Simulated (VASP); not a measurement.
# GaN (Immm) in VASP: further runs, part 2 of 2

VASP 6.6.1. Earlier steps stand in the parts before.

### Step 4. Single point, PBE (strain +0.0150 x Voigt [0, 0, 0, 1, 0, 0], atoms carried along)

Contents of INCAR:

```
ALGO     = Fast           # electronic algorithm
EDIFF    = 1E-6           # SCF threshold, eV
ENCUT    = 520            # plane-wave cutoff, eV
GGA      = PE             # functional
ISIF     = 2              # what is computed and relaxed
ISMEAR   = 0              # smearing method
LASPH    = True           # aspherical terms in the spheres
LCHARG   = False          # write CHGCAR
LREAL    = False          # projectors in reciprocal space
LWAVE    = False          # write WAVECAR
NBANDS   = 16             # bands
NELM     = 60             # most SCF steps
PREC     = Accurate       # precision mode
SIGMA    = 0.05           # smearing width, eV
```

Contents of KPOINTS:

```
k-points
0
Gamma
  14 14 14
```

Contents of POSCAR:

```
GaN
1.0
    0.0000000000      2.1512492625      2.1512492625
    2.1352350000      0.0160142625      2.1352350000
    2.1352350000      2.1352350000      0.0160142625
Ga N
1 1
Direct
    0.0000000000      0.0000000000      0.0000000000
    0.5000000000      0.5000000000      0.5000000000
```

Potentials or basis: VASP PAW PBE potentials, release 64 (Ga_d, N).

Launch:

```sh
cat potpaw_PBE.64/Ga_d/POTCAR potpaw_PBE.64/N/POTCAR > POTCAR
mpirun -np 1 vasp_std > vasp.out
```

OUTCAR:

```text
EDIFF = 1E-6
   ENCUT = 520
   GGA = PE
   ISIF = 2
   ISMEAR = 0
   LASPH = True
   LREAL = False
   NELM = 60
   PREC = Accurate

 ion  position               nearest neighbor table
   1  0.000  0.000  0.000-   2 2.14   2 2.14   2 2.14   2 2.14   2 2.14   2 2.14
   2  0.500  0.500  0.500-   1 2.14   1 2.14   1 2.14   1 2.14   1 2.14   1 2.14

  LATTYP: Found a body centered orthorhombic cell.
 ALAT       =     2.9970307086
 B/A-ratio  =     1.0151133501
 C/A-ratio  =     1.4249003147

  Lattice vectors:

 A1 = (  -2.1352350000,   2.1352350000,   0.0160142625)
 A2 = (  -2.1352350000,  -2.1352350000,  -0.0160142625)
 A3 = (   2.1352350000,   0.0160142625,   2.1352350000)

Analysis of symmetry for initial positions (statically):
=====================================================================
 Subroutine PRICEL returns:
 Original cell was already a primitive cell.

 Routine SETGRP: Setting up the symmetry group for a
 body centered orthorhombic supercell.

 Subroutine GETGRP returns: Found  8 space group operations
 (whereof  8 operations were pure point group operations)
 out of a pool of  8 trial point group operations.

[... 165 lines left out ...]

 val. band max:        7.5820396462   @ k =   0.3571   0.1429   0.1429
 cond. band min:       7.9082652142   @ k =   0.0000   0.5000   0.5000
 fundamental gap:      0.3262255680
 Fermi energy:         7.7486186159

 k-point     1 :       0.0000    0.0000    0.0000
  band No.  band energies     occupation
      1      -9.4811      2.00000
      2      -6.4879      2.00000
      3      -6.4877      2.00000
      4      -6.4831      2.00000
      5      -6.3984      2.00000
      6      -6.3969      2.00000
[... 433 lines left out ...]
      3      -6.4707      2.00000
      4      -6.4610      2.00000
      5      -6.4390      2.00000
      6      -6.3926      2.00000
[... 8 lines left out ...]
     15      24.2838      0.00000
     16      24.9536      0.00000

 [... further k-points ...]

------------------------ aborting loop because EDIFF is reached ----------------------------------------

  FORCE on cell =-STRESS in cart. coord.  units (eV):
  Direction    XX          YY          ZZ          XY          YZ          ZX
  --------------------------------------------------------------------------------------
  -------------------------------------------------------------------------------------
  Total        0.0528208      0.0608306      0.0608306      0.0000000     -0.3729972      0.0000000
  in kB        4.3468314      5.0059892      5.0059892      0.0000000    -30.6954164      0.0000000
  external PRESSURE =       4.7862700 kB  Pullay stress =       0.0000000 kB

 VOLUME and BASIS-vectors are now :
 -----------------------------------------------------------------------------
  energy-cutoff  :      520.00
  volume of cell :       19.47
      direct lattice vectors                 reciprocal lattice vectors
     0.000000000  2.151249262  2.151249262    -0.234166263  0.232423090  0.232423090
     2.135235000  0.016014263  2.135235000     0.234166263 -0.235935781  0.235935781
     2.135235000  2.135235000  0.016014263     0.234166263  0.235935781 -0.235935781

 POSITION                                       TOTAL-FORCE (eV/Angst)
 -----------------------------------------------------------------------------------
      0.00000      0.00000      0.00000         0.000000      0.000000     -0.000000
      2.13524      2.15125      2.15125        -0.000000      0.000000      0.000000
 -----------------------------------------------------------------------------------
    total drift:                                0.000000     -0.000000     -0.000000

  FREE ENERGIE OF THE ION-ELECTRON SYSTEM (eV)
  ---------------------------------------------------
  free  energy   TOTEN  =       -11.2040088659 eV

  energy  without entropy=      -11.2040088647  energy(sigma->0) =      -11.20400887
```

OSZICAR:

```text
N       E                     dE             d eps       ncg     rms          rms(c)
DAV:   1     0.740902143119E+02    0.74090E+02   -0.93106E+03 15832   0.211E+03
DAV:   2    -0.848639713990E+01   -0.82577E+02   -0.76918E+02 15688   0.319E+02
DAV:   3    -0.129531855944E+02   -0.44668E+01   -0.44518E+01 15832   0.635E+01
DAV:   4    -0.129938866707E+02   -0.40701E-01   -0.40697E-01 17080   0.636E+00
DAV:   5    -0.129943638004E+02   -0.47713E-03   -0.47712E-03 16176   0.629E-01    0.726E+00
RMM:   6    -0.112309697080E+02    0.17634E+01   -0.21481E+00 19747   0.103E+01    0.221E+00
RMM:   7    -0.112175927026E+02    0.13377E-01   -0.15877E-01 19056   0.387E+00    0.149E+00
RMM:   8    -0.112045193792E+02    0.13073E-01   -0.32433E-02 20261   0.191E+00    0.232E-01
RMM:   9    -0.112039327960E+02    0.58658E-03   -0.42438E-03 21574   0.556E-01    0.758E-02
RMM:  10    -0.112040390699E+02   -0.10627E-03   -0.46786E-04 20494   0.221E-01    0.366E-02
RMM:  11    -0.112040075013E+02    0.31569E-04   -0.12096E-04 21016   0.849E-02    0.793E-03
RMM:  12    -0.112040088993E+02   -0.13980E-05   -0.11820E-05 18170   0.307E-02    0.293E-03
RMM:  13    -0.112040088659E+02    0.33337E-07   -0.16420E-06 13342   0.129E-02
   1 F= -.11204009E+02 E0= -.11204009E+02  d E =-.122901E-08
```

stdout:

```text
POSCAR found type information on POSCAR GaN
 POSCAR found :  2 types and       2 ions
 scaLAPACK will be used
 LDA part: xc-table for (Slater+PW92), standard interpolation
 POSCAR, INCAR and KPOINTS ok, starting setup
 FFT: planning ... GRIDC
 FFT: planning ... GRID_SOFT
 FFT: planning ... GRID
 WAVECAR not read
 entering main loop
WARNING in EDDRMM: call to ZHEGV failed, returncode =   6  3     14
WARNING in EDDRMM: call to ZHEGV failed, returncode =   6  3     13
```

Wall time 44 s (1 thread of Intel Xeon 6975P-C (Granite Rapids), shared host); peak memory 0.24 GiB.

Results:

```yaml
Free_energy: -11.2040 eV
Pressure: 0.5 GPa
Band_gap_on_the_k_mesh: 0.33 eV, indirect (least direct gap 2.27 eV)
```

Stress tensor (GPa, compression positive):
```
 0.43  0.00  0.00
 0.00  0.50 -3.07
 0.00 -3.07  0.50
```

Levels at points of the mesh, in eV from the valence-band top:
```tsv
k point	band 5	band 6	band 7	band 8	band 9	band 10	band 11	band 12	band 13	band 14
(0.00, 0.00, 0.00)	-13.98	-13.98	-0.64	-0.54	-0.45	1.82	14.26	14.48	14.70	15.28
(0.50, 0.00, 0.00)	-13.86	-13.86	-8.22	-0.23	-0.17	4.58	8.91	8.92	9.01	16.06
(0.00, 0.50, 0.00)	-13.86	-13.86	-8.09	-0.30	-0.24	4.41	8.70	8.81	8.94	15.94
(0.50, 0.50, 0.00)	-13.81	-11.12	-6.95	-2.99	-2.99	0.34	7.73	11.53	14.04	14.05
(0.00, 0.50, 0.50)	-13.80	-11.12	-6.95	-3.13	-2.85	0.33	7.74	11.55	13.98	14.10
```

A k mesh can miss the band edges.

### Step 5. Single point, PBE (strain +0.0525 x Voigt [0, 0, 0, 1, 0, 0], atoms carried along)

Contents of INCAR:

```
SYSTEM = GaN
PREC = Accurate
ENCUT = 520
EDIFF = 1E-7
ISMEAR = 0
SIGMA = 0.05
LREAL = .False.
LASPH = .True.
NELM = 80
ALGO = Fast
ISIF = 2
LWAVE = .False.
LCHARG = .False.
GGA = PE
NBANDS = 16
```

Contents of KPOINTS:

```
regular mesh
0
Gamma
  14 14 14
  0 0 0
```

Contents of POSCAR:

```
GaN
1.0
    0.0000000000      2.1912849188      2.1912849188
    2.1352350000      0.0560499188      2.1352350000
    2.1352350000      2.1352350000      0.0560499188
Ga N
1 1
Direct
    0.0000000000      0.0000000000      0.0000000000
    0.5000000000      0.5000000000      0.5000000000
```

Launch:

```sh
cat potpaw_PBE.64/Ga_d/POTCAR potpaw_PBE.64/N/POTCAR > POTCAR
mpirun -np 1 vasp_std > vasp.out
```

Run time: 46 s. Hardware: 1 thread of Intel Xeon 6975P-C (Granite Rapids), shared host; peak memory 0.24 GiB.

The run converged. Its results:

```
Free energy            : -11.1725 eV
Pressure               : 0.7 GPa
Band gap on the k mesh : 0.07 eV, indirect (least direct gap 1.98 eV)
```

Stress tensor (GPa, compression positive):
```
  0.15   0.00   0.00
  0.00   0.99 -10.73
  0.00 -10.73   0.99
```

Levels at points of the mesh, in eV from the valence-band top:
| k point | band 7 | band 8 | band 9 | band 10 | band 11 | band 12 |
| --- | --- | --- | --- | --- | --- | --- |
| (0.00, 0.00, 0.00) | -1.03 | -0.73 | -0.37 | 1.61 | 13.56 | 14.38 |
| (0.50, 0.00, 0.00) | -8.54 | -0.39 | -0.17 | 4.59 | 8.70 | 8.91 |
| (0.00, 0.50, 0.00) | -8.10 | -0.61 | -0.43 | 3.98 | 8.18 | 8.56 |
| (0.50, 0.50, 0.00) | -7.12 | -3.16 | -3.15 | 0.18 | 7.57 | 11.20 |
| (0.00, 0.50, 0.50) | -7.12 | -3.63 | -2.66 | 0.07 | 7.70 | 11.37 |

A k mesh can miss the band edges.

### Step 6. Overview

```tsv
cell	further INCAR settings	gap on the mesh (eV)	pressure (GPa)
strain +0.0375 x Voigt [0, 0, 0, 1, 0, 0], atoms carried along	ALGO = Fast; EDIFF = 1e-06; NBANDS = 16	0.18	0.6
strain +0.0450 x Voigt [0, 0, 0, 1, 0, 0], atoms carried along	ALGO = Fast; EDIFF = 1e-07; NBANDS = 16	0.13	0.6
strain +0.0150 x Voigt [0, 0, 0, 1, 0, 0], atoms carried along	ALGO = Fast; EDIFF = 1e-06; NBANDS = 16	0.33	0.5
strain +0.0525 x Voigt [0, 0, 0, 1, 0, 0], atoms carried along	ALGO = Fast; EDIFF = 1e-07; NBANDS = 16	0.07	0.7
```

Alike in all rows: task single point; level PBE; potentials or basis VASP PAW PBE potentials, release 64 (Ga_d, N); no spin polarisation; k mesh 14 × 14 × 14; cutoff (eV) 520; smearing gaussian 0.05 eV.

Total energies depend on the potentials used, so only differences within one code and one set of settings carry meaning.
